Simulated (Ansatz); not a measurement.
## The perfect armchair graphene nanoribbon (N = 15, H edges)

What gap, if any, does the armchair graphene nanoribbon (N = 15, H edges) have, and how does it change under strain?

Calculated with Ansatz 0.2.0; DFT PBE, plane waves, PAW; relaxation of a wire's period, in the first sound run; inputs show where later runs differ.

Report form: the programs' logs are mostly left out.

## Step 1: Set-up

The cell holds 34 atoms: 30 C and 4 H. Cell: a = 26.070 Å, b = 7.000 Å, c = 4.260 Å, α = 90.0°, β = 90.0°, γ = 90.0°. Vacuum lies along a and b. The structure's axis is c.

## Step 2: The relaxed wire

Band widths follow the bond lengths, so the wire is relaxed first. The atoms and the third cell vector are free; the box across stays fixed as vacuum. A Fermi-Dirac smearing is set since the result may be a metal. The pressure printed is a third of the stress's trace over the whole box, vacuum included; only the stress along the axis is relaxed.

input.yaml reads:

```yaml
crystal:
  lattice:
    - [26.07, 0.0, 0.0]
    - [0.0, 7.0, 0.0]
    - [0.0, 0.0, 4.26]
  atoms:
    - { symbol: C, position: [0.169798511, 0.5, 0.0] }
    - { symbol: C, position: [0.264141133, 0.5, 0.0] }
    - { symbol: C, position: [0.358483754, 0.5, 0.0] }
    - { symbol: C, position: [0.452826376, 0.5, 0.0] }
    - { symbol: C, position: [0.547168998, 0.5, 0.0] }
    - { symbol: C, position: [0.641511619, 0.5, 0.0] }
    - { symbol: C, position: [0.735854241, 0.5, 0.0] }
    - { symbol: C, position: [0.830196863, 0.5, 0.0] }
[... 22 atom lines left out ...]
    - { symbol: C, position: [0.68868293, 0.5, 0.833333333] }
    - { symbol: C, position: [0.783025552, 0.5, 0.833333333] }
    - { symbol: H, position: [0.134253932, 0.5, 0.874413146] }
    - { symbol: H, position: [0.865741442, 0.5, 0.874413146] }
kpoints:
  mp_grid: { grid: [1, 1, 19] }
scf:
  occupations: { method: fermi_dirac, width: 0.05 }
hamiltonian:
  xc: pbe
relax:
  cell: { fix: [a, b, alpha, beta, gamma] }
  max_steps: 45
  f_tol: 0.03
```

Started as:

```sh
$ ansatz run input.yaml --threads 4 --pin off --max-ram 16384MiB --backend cpu --events-out ev --progress --plain --runs-dir out
```

Elapsed: 70 s, on 4 threads of Arm Neoverse V2, shared host; peak memory 2.2 GiB; 4.2 min of CPU time.

The steps of the relaxation:

```tsv
step	energy less that of the first step (eV)	largest force component (eV/Å)	pressure (GPa)	volume (Å³)
1	0.0000	2.3364	0.73	777.41
2	-0.1998	0.7021	0.23	781.25
3	-0.2173	0.0650	0.06	782.08
4	-0.2175	0.0157	0.03	782.20
5*	-0.2233	0.0163	0.04	782.20
```

Relaxation steps marked * repeat the geometry before them on a plane-wave basis chosen anew for their cell, so energy and pressure can jump there.

Forces are held to the 8 operations that the run works with; a distortion that breaks them can't arise in this run.

```tsv
cell as run	before	after	change
c (Å)	4.260	4.286	+0.6 %
```

The atoms that moved most (Å, along periodic axes as changes of fractional coordinates times the final cell, across vacuum about the mean position):

```tsv
atom	dx	dy	dz	length
H17	-0.023	0.000	-0.053	0.057
H18	0.023	0.000	-0.053	0.057
H33	-0.023	0.000	0.053	0.057
H34	0.023	0.000	0.053	0.057
C8	-0.009	0.000	0.029	0.030
C16	-0.009	0.000	-0.029	0.030
C1	0.009	0.000	0.029	0.030
C9	0.009	0.000	-0.029	0.030
```

Numbers from this step:

```yaml
energy_at_zero_smearing: -7591.4559 eV
cell_length_along_the_wire: 4.286 Å
```

The cell's length comes to 4.286 Å with spin left out.

## Step 3: The perfect wire

This step: DFT PBE, plane waves, PAW; bands of a perfect wire (Ansatz 0.2.0).

At the relaxed period the bands are computed along the axis; those that cross an energy going forward count the channels that a perfect wire would open there.

input.yaml reads:

```yaml
crystal:
  lattice:
    - [26.07, 0.0, 0.0]
    - [0.0, 7.0, 0.0]
    - [0.0, 0.0, 4.2862627982]
  atoms:
    - { symbol: C, position: [0.170135642, 0.5, 0.006751533] }
    - { symbol: C, position: [0.263515998, 0.5, 0.999916799] }
    - { symbol: C, position: [0.358209949, 0.5, 0.999620146] }
    - { symbol: C, position: [0.452779777, 0.5, 0.000252998] }
    - { symbol: C, position: [0.547220223, 0.5, 0.000252998] }
    - { symbol: C, position: [0.641790051, 0.5, 0.999620146] }
    - { symbol: C, position: [0.736484002, 0.5, 0.999916799] }
    - { symbol: C, position: [0.829864358, 0.5, 0.006751533] }
[... 22 atom lines left out ...]
    - { symbol: C, position: [0.688984265, 0.5, 0.832730059] }
    - { symbol: C, position: [0.783677111, 0.5, 0.834542376] }
    - { symbol: H, position: [0.133390671, 0.5, 0.886687159] }
    - { symbol: H, position: [0.866609329, 0.5, 0.886687159] }
kpoints:
  mp_grid: { grid: [1, 1, 19] }
  band_path: { path: ["Γ", Z], npoints: 90 }
scf:
  occupations: { method: fermi_dirac, width: 0.05 }
hamiltonian:
  xc: pbe
output:
  dos: { e_range: [-5, 4] }
  write_potential: true
  write_density: true
  volumetric_format: npy
```

Wall time 1.7 min (4 threads); peak memory 3.8 GiB.

Numbers from this step:

* energy at zero smearing: -7591.4558 eV
* band gap: 0.4894 eV

Electronic bands along the path, in eV, zero at the Fermi level; v1 is the highest filled band, c1 the lowest empty one:

```tsv
point	v4	v3	v2	v1	c1	c2	c3	c4
Γ	-1.58	-0.99	-0.69	-0.24	0.24	0.70	0.93	1.36
halfway	-2.57	-2.17	-1.90	-1.77	1.57	1.61	2.11	2.32
Z	-3.21	-2.72	-2.59	-2.38	1.76	2.06	2.18	2.93
```

The gap is 0.489 eV, with spin left out.

On this path the gap is direct, 0.49 eV, with the valence top at Γ and the conduction bottom at Γ.

## Step 4: Strain along the wire, period over the relaxed period 0.96, k-mesh 1×1×15

This step: DFT PBE, plane waves, PAW; relaxation at a fixed period (Ansatz 0.2.0).

The period is set to 0.96 times the relaxed one and the atoms relax within it: strain changes bond lengths and angles, which shifts the bands against each other. Against the first PBE run of this kind, the mesh along the wire has 15 points against 19.

The cell differs from the one that the last finished run ended in (c 4.286 → 4.115 Å).

input.yaml, as its differences from that of step 3:

```diff
@@ -4,3 +4,3 @@
     - [0.0, 7.0, 0.0]
-    - [0.0, 0.0, 4.2862627982]
+    - [0.0, 0.0, 4.1148122862]
   atoms:
@@ -41,3 +41,3 @@
 kpoints:
-  mp_grid: { grid: [1, 1, 19] }
+  mp_grid: { grid: [1, 1, 15] }
   band_path: { path: ["Γ", Z], npoints: 90 }
@@ -47,6 +47,6 @@
   xc: pbe
+relax:
+  max_steps: 40
+  f_tol: 0.02
 output:
-  dos: { e_range: [-5, 4] }
-  write_potential: true
-  write_density: true
-  volumetric_format: npy
+  stress: true
```

Wall time 2 min (4 threads); peak memory 3.7 GiB; 7.8 min of CPU time.

The steps of the relaxation:

```tsv
step	energy less that of the first step (eV)	largest force component (eV/Å)
1	0.0000	1.6495
2	-0.1697	0.3910
3	-0.1939	0.0690
4	-0.1941	0.0630
5	-0.1944	0.0044
```

The run keeps the 8 symmetry operations that it works with, so distortions that break them were not tested.

The atoms that moved most (Å):

```tsv
atom	dx	dy	dz	length
H17	-0.069	0.000	0.048	0.084
H18	0.069	0.000	0.048	0.084
H33	-0.069	0.000	-0.048	0.084
H34	0.069	0.000	-0.048	0.084
C16	0.081	0.000	0.016	0.082
C9	-0.081	0.000	0.016	0.082
C8	0.081	0.000	-0.016	0.082
C1	-0.081	0.000	-0.016	0.082
```

The relaxed structure:

```cif
data_structure
_symmetry_space_group_name_H-M 'P 1'
_symmetry_Int_Tables_number 1
_cell_length_a 26.0700
_cell_length_b 7.0000
_cell_length_c 4.1148
_cell_angle_alpha 90.000
_cell_angle_beta 90.000
_cell_angle_gamma 90.000
_cell_volume 750.91
loop_
_atom_site_label
_atom_site_type_symbol
_atom_site_fract_x
_atom_site_fract_y
_atom_site_fract_z
_atom_site_occupancy
C1 C 0.16703 0.50000 0.00298 1
C2 C 0.26159 0.50000 0.99818 1
C3 C 0.35707 0.50000 0.99839 1
C4 C 0.45236 0.50000 0.99862 1
C5 C 0.54764 0.50000 0.99862 1
C6 C 0.64293 0.50000 0.99839 1
C7 C 0.73841 0.50000 0.99818 1
C8 C 0.83297 0.50000 0.00298 1
C9 C 0.16703 0.50000 0.33035 1
C10 C 0.26159 0.50000 0.33515 1
C11 C 0.35707 0.50000 0.33494 1
C12 C 0.45236 0.50000 0.33471 1
C13 C 0.54764 0.50000 0.33471 1
C14 C 0.64293 0.50000 0.33494 1
C15 C 0.73841 0.50000 0.33515 1
C16 C 0.83297 0.50000 0.33035 1
H17 H 0.13073 0.50000 0.45823 1
H18 H 0.86927 0.50000 0.45823 1
C19 C 0.21406 0.50000 0.49731 1
C20 C 0.30942 0.50000 0.49899 1
C21 C 0.40466 0.50000 0.49845 1
C22 C 0.50000 0.50000 0.49849 1
C23 C 0.59534 0.50000 0.49845 1
C24 C 0.69058 0.50000 0.49899 1
C25 C 0.78594 0.50000 0.49731 1
C26 C 0.21406 0.50000 0.83603 1
C27 C 0.30942 0.50000 0.83434 1
C28 C 0.40466 0.50000 0.83488 1
C29 C 0.50000 0.50000 0.83484 1
C30 C 0.59534 0.50000 0.83488 1
C31 C 0.69058 0.50000 0.83434 1
C32 C 0.78594 0.50000 0.83603 1
H33 H 0.13073 0.50000 0.87511 1
H34 H 0.86927 0.50000 0.87511 1
```

This step gave:

```
energy at zero smearing : -7590.0816 eV
band gap                : 0.01706 eV
```

Electronic bands along the path, in eV, zero at the Fermi level; # counts the bands kept:

```tsv
point	#33	#34	#35	#36	#37	#38	#39	#40
Γ	-1.35	-0.98	-0.76	-0.01	0.01	0.80	0.91	1.32
halfway	-2.73	-2.26	-2.16	-1.94	1.54	1.64	2.07	2.37
Z	-3.46	-2.97	-2.87	-2.65	1.68	2.01	2.06	2.89
```

The gap is 0.0171 eV, against 0.489 eV under PBE at the relaxed period.

## Step 5: At a strained period, period over the relaxed period 0.98, k-mesh 1×1×15

The period is set to 0.98 times the relaxed one and the atoms relax within it: strain changes bond lengths and angles, which shifts the bands against each other. Against the first PBE run of this kind, the mesh along the wire has 15 points against 19.

The cell differs from the one that the last finished run ended in (c 4.115 → 4.201 Å).

input.yaml, as its differences from that of step 4:

```diff
@@ -4,3 +4,3 @@
     - [0.0, 7.0, 0.0]
-    - [0.0, 0.0, 4.1148122862]
+    - [0.0, 0.0, 4.2005375422]
   atoms:
```

Elapsed: 1.9 min, on 4 threads; peak memory 3.8 GiB.

The steps of the relaxation:

```tsv
step	energy less that of the first step (eV)	largest force component (eV/Å)
1	0.0000	0.7573
2	-0.0379	0.2008
3	-0.0431	0.0339
4	-0.0432	0.0048
```

The run keeps the 8 symmetry operations that it works with, so distortions that break them were not tested.

The atoms that moved most (Å):

```tsv
atom	dx	dy	dz	length
H18	0.031	0.000	0.026	0.040
H17	-0.031	0.000	0.026	0.040
H34	0.031	0.000	-0.026	0.040
H33	-0.031	0.000	-0.026	0.040
C9	-0.037	0.000	0.008	0.038
C16	0.037	0.000	0.008	0.038
C1	-0.037	0.000	-0.008	0.038
C8	0.037	0.000	-0.008	0.038
```

Final coordinates:

```cif
data_structure
_symmetry_space_group_name_H-M 'P 1'
_symmetry_Int_Tables_number 1
_cell_length_a 26.0700
_cell_length_b 7.0000
_cell_length_c 4.2005
_cell_angle_alpha 90.000
_cell_angle_beta 90.000
_cell_angle_gamma 90.000
_cell_volume 766.56
loop_
_atom_site_label
_atom_site_type_symbol
_atom_site_fract_x
_atom_site_fract_y
_atom_site_fract_z
_atom_site_occupancy
C1 C 0.16872 0.50000 0.00482 1
C2 C 0.26264 0.50000 0.99918 1
C3 C 0.35769 0.50000 0.99901 1
C4 C 0.45260 0.50000 0.99954 1
C5 C 0.54740 0.50000 0.99954 1
C6 C 0.64231 0.50000 0.99901 1
C7 C 0.73736 0.50000 0.99918 1
C8 C 0.83128 0.50000 0.00482 1
C9 C 0.16872 0.50000 0.32851 1
C10 C 0.26264 0.50000 0.33415 1
C11 C 0.35769 0.50000 0.33432 1
C12 C 0.45260 0.50000 0.33380 1
C13 C 0.54740 0.50000 0.33380 1
C14 C 0.64231 0.50000 0.33432 1
C15 C 0.73736 0.50000 0.33415 1
C16 C 0.83128 0.50000 0.32851 1
H17 H 0.13221 0.50000 0.45278 1
H18 H 0.86779 0.50000 0.45278 1
C19 C 0.21530 0.50000 0.49805 1
C20 C 0.31031 0.50000 0.49988 1
C21 C 0.40506 0.50000 0.49941 1
C22 C 0.50000 0.50000 0.49912 1
C23 C 0.59494 0.50000 0.49941 1
C24 C 0.68969 0.50000 0.49988 1
C25 C 0.78470 0.50000 0.49805 1
C26 C 0.21530 0.50000 0.83528 1
C27 C 0.31031 0.50000 0.83345 1
C28 C 0.40506 0.50000 0.83392 1
C29 C 0.50000 0.50000 0.83421 1
C30 C 0.59494 0.50000 0.83392 1
C31 C 0.68969 0.50000 0.83345 1
C32 C 0.78470 0.50000 0.83528 1
H33 H 0.13221 0.50000 0.88055 1
H34 H 0.86779 0.50000 0.88055 1
```

The electronic bands at the labelled points (eV, zero at the Fermi level; v1 is the highest filled band, c1 the lowest empty one):

```tsv
point	v4	v3	v2	v1	c1	c2	c3	c4
Γ	-1.47	-0.89	-0.83	-0.14	0.14	0.80	0.87	1.35
halfway	-2.68	-2.21	-2.03	-1.85	1.56	1.63	2.09	2.34
Z	-3.33	-2.84	-2.73	-2.51	1.72	2.04	2.13	2.91
```

The gap is 0.273 eV, against 0.489 eV under PBE at the relaxed period.

## Step 6: Strain along the wire, period over the relaxed period 1.02, k-mesh 1×1×14

The period is set to 1.02 times the relaxed one and the atoms relax within it: strain changes bond lengths and angles, which shifts the bands against each other. Against the first PBE run of this kind, the mesh along the wire has 14 points against 19.

The cell differs from the one that the last finished run ended in (c 4.201 → 4.372 Å).

input.yaml, as its differences from that of step 5:

```diff
@@ -4,3 +4,3 @@
     - [0.0, 7.0, 0.0]
-    - [0.0, 0.0, 4.2005375422]
+    - [0.0, 0.0, 4.3719880541]
   atoms:
@@ -41,3 +41,3 @@
 kpoints:
-  mp_grid: { grid: [1, 1, 15] }
+  mp_grid: { grid: [1, 1, 14] }
   band_path: { path: ["Γ", Z], npoints: 90 }
```

Wall time 2.1 min (4 threads); peak memory 3.9 GiB.

Step by step:

```tsv
step	energy less that of the first step (eV)	largest force component (eV/Å)
1	0.0000	0.5930
2	-0.0288	0.1847
3	-0.0318	0.0313
4	-0.0318	0.0075
```

Forces are held to the 8 operations that the run works with; a distortion that breaks them can't arise in this run.

The atoms that moved most (Å):

```tsv
atom	dx	dy	dz	length
H33	0.027	0.000	0.027	0.038
H34	-0.027	0.000	0.027	0.038
H17	0.027	0.000	-0.027	0.038
H18	-0.027	0.000	-0.027	0.038
C8	-0.033	0.000	0.008	0.034
C1	0.033	0.000	0.008	0.034
C16	-0.033	0.000	-0.008	0.034
C9	0.033	0.000	-0.008	0.034
```

The relaxed structure:

```xyz
34
Lattice="26.0700 0.0000 0.0000 0.0000 7.0000 0.0000 0.0000 0.0000 4.3720" Properties=species:S:1:pos:R:3
C     4.4684    3.5000    0.0379
C     6.8895    3.5000    4.3737
C     9.3501    3.5000    4.3716
C    11.8081    3.5000    0.0032
C    14.2619    3.5000    0.0032
C    16.7199    3.5000    4.3716
C    19.1805    3.5000    4.3737
C    21.6016    3.5000    0.0379
C     4.4684    3.5000    1.4194
C     6.8895    3.5000    1.4557
C     9.3501    3.5000    1.4577
C    11.8081    3.5000    1.4542
C    14.2619    3.5000    1.4542
C    16.7199    3.5000    1.4577
C    19.1805    3.5000    1.4557
C    21.6016    3.5000    1.4194
H     3.5044    3.5000    1.9257
H    22.5656    3.5000    1.9257
C     5.6623    3.5000    2.1824
C     8.1243    3.5000    2.1908
C    10.5769    3.5000    2.1888
C    13.0350    3.5000    2.1863
C    15.4931    3.5000    2.1888
C    17.9457    3.5000    2.1908
C    20.4077    3.5000    2.1824
C     5.6623    3.5000    3.6469
C     8.1243    3.5000    3.6385
C    10.5769    3.5000    3.6405
C    13.0350    3.5000    3.6430
C    15.4931    3.5000    3.6405
C    17.9457    3.5000    3.6385
C    20.4077    3.5000    3.6469
H     3.5044    3.5000    3.9036
H    22.5656    3.5000    3.9036
```

The electronic bands at the labelled points (eV, zero at the Fermi level; v1 is the highest filled band, c1 the lowest empty one):

```tsv
point	v4	v3	v2	v1	c1	c2	c3	c4
Γ	-1.55	-1.10	-0.55	-0.35	0.35	0.60	0.99	1.39
halfway	-2.43	-2.14	-1.77	-1.69	1.57	1.59	2.12	2.29
Z	-3.09	-2.61	-2.46	-2.24	1.78	2.07	2.22	2.93
```

The gap is 0.708 eV, against 0.489 eV under PBE at the relaxed period.

## Step 7: At a strained period, period over the relaxed period 1.04, k-mesh 1×1×14

The period is set to 1.04 times the relaxed one and the atoms relax within it: strain changes bond lengths and angles, which shifts the bands against each other. Against the first PBE run of this kind, the mesh along the wire has 14 points against 19.

The cell differs from the one that the last finished run ended in (c 4.372 → 4.458 Å).

input.yaml, as its differences from that of step 6:

```diff
@@ -4,3 +4,3 @@
     - [0.0, 7.0, 0.0]
-    - [0.0, 0.0, 4.3719880541]
+    - [0.0, 0.0, 4.4577133101]
   atoms:
```

The job ended after 2.1 min (4 threads; peak memory 4 GiB).

Relaxation path:

```tsv
step	energy less that of the first step (eV)	largest force component (eV/Å)
1	0.0000	1.0350
2	-0.1033	0.3467
3	-0.1130	0.0580
4	-0.1131	0.0179
```

Forces are held to the 8 operations that the run works with; a distortion that breaks them can't arise in this run.

The atoms that moved most (Å):

```tsv
atom	dx	dy	dz	length
H33	0.049	0.000	0.056	0.075
H34	-0.049	0.000	0.056	0.075
H17	0.049	0.000	-0.056	0.075
H18	-0.049	0.000	-0.056	0.075
C1	0.062	0.000	0.017	0.064
C8	-0.062	0.000	0.017	0.064
C9	0.062	0.000	-0.017	0.064
C16	-0.062	0.000	-0.017	0.064
```

The relaxed structure:

```xyz
34
Lattice="26.0700 0.0000 0.0000 0.0000 7.0000 0.0000 0.0000 0.0000 4.4577" Properties=species:S:1:pos:R:3
C     4.4974    3.5000    0.0470
C     6.9062    3.5000    4.4603
C     9.3599    3.5000    4.4579
C    11.8114    3.5000    0.0042
C    14.2586    3.5000    0.0042
C    16.7101    3.5000    4.4579
C    19.1638    3.5000    4.4603
C    21.5726    3.5000    0.0470
C     4.4974    3.5000    1.4389
C     6.9062    3.5000    1.4833
C     9.3599    3.5000    1.4857
C    11.8114    3.5000    1.4817
C    14.2586    3.5000    1.4817
C    16.7101    3.5000    1.4857
C    19.1638    3.5000    1.4833
C    21.5726    3.5000    1.4389
H     3.5266    3.5000    1.9347
H    22.5434    3.5000    1.9347
C     5.6812    3.5000    2.2261
C     8.1377    3.5000    2.2349
C    10.5837    3.5000    2.2328
C    13.0350    3.5000    2.2299
C    15.4863    3.5000    2.2328
C    17.9323    3.5000    2.2349
C    20.3888    3.5000    2.2261
C     5.6812    3.5000    3.7175
C     8.1377    3.5000    3.7087
C    10.5837    3.5000    3.7108
C    13.0350    3.5000    3.7137
C    15.4863    3.5000    3.7108
C    17.9323    3.5000    3.7087
C    20.3888    3.5000    3.7175
H     3.5266    3.5000    4.0089
H    22.5434    3.5000    4.0089
```

The electronic bands at the labelled points (eV, zero at the Fermi level; v1 is the highest filled band, c1 the lowest empty one):

```tsv
point	v4	v3	v2	v1	c1	c2	c3	c4
Γ	-1.42	-1.23	-0.48	-0.44	0.44	0.48	1.04	1.40
halfway	-2.30	-2.12	-1.67	-1.63	1.54	1.54	2.10	2.23
Z	-2.98	-2.51	-2.34	-2.13	1.76	2.04	2.23	2.90
```

The gap is 0.877 eV, against 0.489 eV under PBE at the relaxed period.

## Step 8: At a strained period, period over the relaxed period 1.06, k-mesh 1×1×14

The period is set to 1.06 times the relaxed one and the atoms relax within it: strain changes bond lengths and angles, which shifts the bands against each other. Against the first PBE run of this kind, the mesh along the wire has 14 points against 19.

The cell differs from the one that the last finished run ended in (c 4.458 → 4.543 Å).

input.yaml, as its differences from that of step 7:

```diff
@@ -4,3 +4,3 @@
     - [0.0, 7.0, 0.0]
-    - [0.0, 0.0, 4.4577133101]
+    - [0.0, 0.0, 4.5434385661]
   atoms:
```

Wall time 2.3 min (4 threads); peak memory 4.1 GiB.

The electronic bands at the labelled points (eV, zero at the Fermi level; v1 is the highest filled band, c1 the lowest empty one):

```tsv
point	v4	v3	v2	v1	c1	c2	c3	c4
Γ	-1.36	-1.31	-0.61	-0.34	0.34	0.51	1.08	1.40
halfway	-2.20	-2.12	-1.59	-1.57	1.47	1.50	2.07	2.15
Z	-2.90	-2.43	-2.24	-2.03	1.73	1.98	2.22	2.84
```

The gap is 0.684 eV, against 0.489 eV under PBE at the relaxed period.

## Step 9: The series together

Times are for 4 threads of Arm Neoverse V2, shared host. The series side by side:

```tsv
no.	period over the relaxed period	k-mesh	free energy less the lowest (eV)	pressure (GPa)	band gap (eV)	time	memory (GiB)
1	0.96	1×1×15	1.058	4.832	0.01706	2 min	3.7
2	0.98	1×1×15	0.02176	2.346	0.2728	1.9 min	3.8
3	1.02	1×1×14	0	-2.044	0.7079	2.1 min	3.9
4	1.04	1×1×14	0.8936	-3.924	0.8772	2.1 min	4.0
5	1.06	1×1×14	2.308	-5.598	0.6836	2.3 min	4.1
```

## Step 10: Summary of results

```
cell length, PBE           : 4.286 Å
gap, PBE                   : 0.489 eV
gap, period scaled by 0.96 : 0.0171 eV
gap, period scaled by 0.98 : 0.273 eV
gap, period scaled by 1.02 : 0.708 eV
gap, period scaled by 1.04 : 0.877 eV
gap, period scaled by 1.06 : 0.684 eV
```

Under PBE the cell's length is 4.29 Å, and a gap of 0.49 eV makes it a semiconductor. Strain matters: under PBE the gap goes from 0.49 eV to 0.0171 eV at 0.96 times the period, 0.273 eV at 0.98 times the period, 0.708 eV at 1.02 times the period, 0.877 eV at 1.04 times the period and 0.684 eV at 1.06 times the period. Where the gap is under about 0.35 eV, the smearing of 0.05 eV partly fills the band edges in the SCF.

[Logs are printed without paths, hosts, clocks, repeated set-up lines and the standing remarks that a program may print on its own settings, such as how far it seeks lower states.]

[Hosts, paths, dates, database ids (printed as entryN), source tags and the programs' standing remarks are cut or masked in the printed files.]
